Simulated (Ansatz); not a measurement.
Cr in Ansatz: the effect of fixed moment

The system is Cr.

```
CELL_PARAMETERS angstrom
-1.48445 1.48445 1.48445
1.48445 -1.48445 1.48445
1.48445 1.48445 -1.48445
ATOMIC_POSITIONS crystal
Cr 0.00000 0.00000 0.00000
```

Alike in all runs:

* Program: Ansatz 0.2.0
* Task: single point
* Functional: PBE
* Potentials or basis: Ansatz PAW
* Cutoff: 420 eV (not typed: the program's choice for these potentials)
* k mesh: 10 × 10 × 10
* Occupations: fermi-dirac, width 0.05 eV

```csv
fixed moment,spin,starting moments,energy over the lowest run (meV/atom),pressure (GPa)
0,"collinear spin, program default start",-,0.0,-24.4
0.8,"collinear spin, ferromagnetic start",[0.8] μB,229.2,-19.1
1.5,"collinear spin, ferromagnetic start",[1.5] μB,571.0,-8.9
2.2,"collinear spin, ferromagnetic start",[2.2] μB,929.8,4.5
3,"collinear spin, ferromagnetic start",[3.0] μB,1394.7,24.4
3.8,"collinear spin, ferromagnetic start",[3.8] μB,?,?
4.5,"collinear spin, ferromagnetic start",[4.5] μB,2767.5,72.8
6,"collinear spin, ferromagnetic start",[6.0] μB,7029.2,135.8
```

Question: What does the run with fixed moment 3.8 give?

Answer: Energy over the lowest run 1925.6 meV/atom; pressure 47.2 GPa.

Worked out: A parabola through the other rows of the energy over the lowest run, of slope 1450 meV/atom per unit of fixed moment there, gives 2360.5 meV/atom, against the run's 1925.6. A parabola through the other rows of the pressure, of slope 32.5 GPa per unit of fixed moment there, gives 47.7 GPa, against the run's 47.2.

Caveats: the total moment is fixed, so each spin has its own Fermi level; the thresholds are loose for stress; a pressure of tens of GPa on the cell as given is suspect, and the run, the potentials or the cell itself is likely at fault (some runs).
